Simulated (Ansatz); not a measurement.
## Find the missing element

Cell vectors (Å):

```
0.0000 3.1692 3.1692
3.1692 0.0000 3.1692
3.1692 3.1692 0.0000
```

| atom | a | b | c |
| --- | --- | --- | --- |
| X | 0.2500 | 0.2500 | 0.2500 |
| X | 0.7500 | 0.7500 | 0.7500 |
| Si | 0.0000 | 0.0000 | 0.0000 |

All numbers below come from r²SCAN, PAW on Ansatz 0.2.0's default frozen-core files (fitted under PBE), scalar-relativistic. k mesh 6×6×6, strains of ±0.003, fixed occupations.

Elastic constants of a crystal by Kohn-Sham DFT: slopes of the stress over finite engineering strains of the given cell, Voigt indices, Cartesian axes as in the cell vectors.

```tsv
index	elastic (GPa)
11	127.9
12	23.4
44	49.9
```

Problem. All X atoms are one element. Which one was computed?

Solution. Mg; the crystal is Mg2Si (Fm-3m).

Limits of these numbers: frozen-core PAW files fitted under PBE, their cores solved anew for the functional of the run.
